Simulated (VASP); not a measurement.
The system is HfB2.

```xyz
3
Lattice="3.1400 0.0000 0.0000 -1.5700 2.7193 0.0000 0.0000 0.0000 3.4800" Properties=species:S:1:pos:R:3 pbc="T T T"
Hf    0.0000    0.0000    0.0000
B     1.5700    0.9064    1.7400
B     0.0000    1.8129    1.7400
```

Base run:

* Program: VASP 6.6.1
* Functional: LDA
* Potentials or basis: VASP PAW LDA potentials, release 64 (Hf_pv, B)
* Cutoff: 520 eV
* k mesh: 10 × 10 × 8
* Occupations: fermi-dirac, width 0.05 eV
* Spin: no spin polarisation

Its results: band gap on the k mesh none (metal or under the smearing width); pressure -9.7 GPa.

**Question.** The run is repeated on the same cell with these changes: hubbard terms from none to Hf d U = 2 eV. What comes out?

**Answer.** Band gap on the k mesh none (metal or under the smearing width); pressure -4.1 GPa.

Caveats: U without spin polarisation on a metal has little footing (some runs); the U is typed as a test and isn't derived for this compound (some runs).

Not every run made on this cell is shown here.
